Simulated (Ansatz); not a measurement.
Relaxed bulk SiNi₂:

```cif
data_structure
_symmetry_space_group_name_H-M 'P6_3/mmc'
_symmetry_Int_Tables_number 194
_cell_length_a 3.8685
_cell_length_b 3.8685
_cell_length_c 4.9170
_cell_angle_alpha 90.000
_cell_angle_beta 90.000
_cell_angle_gamma 120.000
_cell_volume 63.72
loop_
_atom_site_label
_atom_site_type_symbol
_atom_site_symmetry_multiplicity
_atom_site_Wyckoff_symbol
_atom_site_fract_x
_atom_site_fract_y
_atom_site_fract_z
_atom_site_occupancy
Si1 Si 2 d 0.33333 0.66667 0.75000 1
Ni1 Ni 2 a 0.00000 0.00000 0.00000 1
Ni2 Ni 2 c 0.33333 0.66667 0.25000 1
```

Miller indices refer to the conventional cell of P6_3/mmc (No. 194), a = 3.868 Å, b = 3.868 Å, c = 4.917 Å, α = 90.00°, β = 90.00°, γ = 120.00°.

The (100) slab of 10 planes, 10.1 Å thick with 15 Å of vacuum as cut; outer planes Ni (top) and Ni (bottom).

The calculation used Ansatz 0.2.0, DFT PBEsol, scalar-relativistic, plane waves, PAW. Cutoff 420 eV; k points 9×7×1 on the computed 20-atom cell (Γ-centred); Gaussian smearing, width 0.10 eV; no spin polarisation. The cell repeats along c with a dipole correction in the vacuum.

The slab isn't stoichiometric (Si3Ni7), so its surface energy depends on the chemical potentials; it is given with the excess atoms taken from the element's standard state, a limit at which the compound may itself be unstable, so the figure can be too low.

Results for the relaxed slab:

| Item | Value |
| --- | --- |
| Surface energy with the excess atoms taken from the elements | 2.13 J/m² |
| Work function | 5.06 eV |

Relaxation lowers the energy by 0.568 J/m² a face; the largest move is 0.292 Å.

```csv
plane (bottom to top),atoms,"spacing to next, bulk (Å)",relaxed (Å),change (%),rumpling (Å)
1,Ni2,1.117,0.675,-39.6,0.000
2,SiNi,1.117,1.335,+19.6,0.211
3,SiNi,1.117,1.097,-1.7,0.083
4,Ni2,1.117,1.111,-0.5,0.000
5,SiNi,1.117,1.104,-1.2,0.052
6,SiNi,1.117,1.111,-0.5,0.052
7,Ni2,1.117,1.097,-1.7,0.000
8,SiNi,1.117,1.335,+19.6,0.083
9,SiNi,1.117,0.675,-39.6,0.210
10,Ni2,,,,0.000
```